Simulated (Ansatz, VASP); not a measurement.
## Re: VASP beside Ansatz

```
Re
1.0
     0.00000    1.97500    2.03425
     1.97500    0.00000    2.03425
     1.97500    1.97500    0.00000
Re
1
Direct
  0.00000 0.00000 0.00000
```

Change from the starting cell: zz strain of +3 %, PAW files.

Alike in both runs: task electric field gradients; functional PBE; k mesh 14 × 14 × 14; occupations fermi-dirac, width 0.03 eV; no spin polarisation.

|  | VASP | Ansatz |
| --- | --- | --- |
| version | VASP 6.6.1 | Ansatz 0.2.0 |
| potentials or method | VASP PAW PBE potentials, release 64 (Re) | PAW with Ansatz's default frozen-core files, scalar-relativistic |
| plane-wave cutoff (eV) | 520 | 420 |
| valence electrons in the cell | 7 | 15 |

Ansatz gave:

```
pressure (GPa)                                                 : -17.9
largest component of the traceless stress (GPa)                : 4.43
Vzz of the field gradient on the site that differs most (V/Å²) : -18.2
```

Problem. What did VASP give for the same quantities?

Solution. Pressure (GPa): -18.7; largest component of the traceless stress (GPa): 4.33; Vzz of the field gradient on the site that differs most (V/Å²): -14.0.

The two sets of potentials don't hold the same shells in valence. Ansatz warned: «gradients_without_spin_orbit».

Caveats: so large a pressure means that the cell lies far from this level's equilibrium, or that cutoff or potentials fall short (VASP). Spin-orbit coupling is left out, which matters for the levels of Re.
